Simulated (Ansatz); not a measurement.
Reactions of C4H9B, SMILES `BC=CCC`.

Gas-phase electronic energies from Ansatz, PBE0-D4/def2-TZVP geometries. CCSD(T)/CBS is the MP2 limit (def2-TZVPP, def2-QZVPP) plus CCSD(T) − MP2 in def2-TZVPP, frozen cores. This one scheme is used for every species. Double bonds are as drawn, so ΔE can hold a change between cis and trans. Functionals use def2-TZVPP. B3LYP here is the variant with VWN-RPA as its local correlation; programs differ in this. Triplets are unrestricted, without spin–orbit coupling. def2 core potentials past Kr. For In, Se outer-core shells are correlated without core-valence functions, which leaves a few kJ/mol of doubt a bond. Scalar relativity is left out up to krypton. Each species was taken in one conformer, which may not be the lowest.

| reaction | CCSD/CBS(def2) (eV) | MP2/CBS(def2) (eV) | B3LYP-D4 (eV) | CCSD(T)/CBS(def2) (eV) |
| --- | --- | --- | --- | --- |
| `B/C=C/CC` + `[SiH3][SeH]` → `B/C=C/[Se][SiH3]` + `CC` | 0.09 | -0.02 | -0.02 | 0.04 |
| `B/C=C/CC` + H₂O → `B/C=C/O` + `CC` | 0.12 | 0.16 | -0.06 | 0.12 |
| `B/C=C/CC` → `B/C(C)=C/C` | 0.02 | -0.02 | -0.01 | 0.00 |
| `B/C=C/CC` + `N=CCl` → `C/N=C/Cl` + `B/C=C/C` | 0.19 | 0.19 | 0.12 | 0.18 |
| `B/C=C/CC` + `[CH3][In]([OH])[Cl]` → `CC[O][In]([CH3])[Cl]` + `BC=C` | 0.57 | 0.65 | 0.53 | 0.57 |
| `B/C=C/CC` + H₂O → `B/C=C/CO` + CH₄ | 0.49 | 0.56 | 0.38 | 0.49 |
| `B/C=C/CC` + `C=C(N)O` → `BOC(=C)N` + `C=CCC` | -0.96 | -0.93 | -0.98 | -0.97 |
| `B/C=C/CC` + H₂ → `B/C=C/C` + CH₄ | -0.74 | -0.67 | -0.76 | -0.71 |
| `B/C=C/CC` → `B/C=C/C` + `[CH2]` (triplet) | 4.39 | 4.64 | 4.41 | 4.51 |

Largest T1 diagnostic: 0.014, for `BOC(=C)N`.
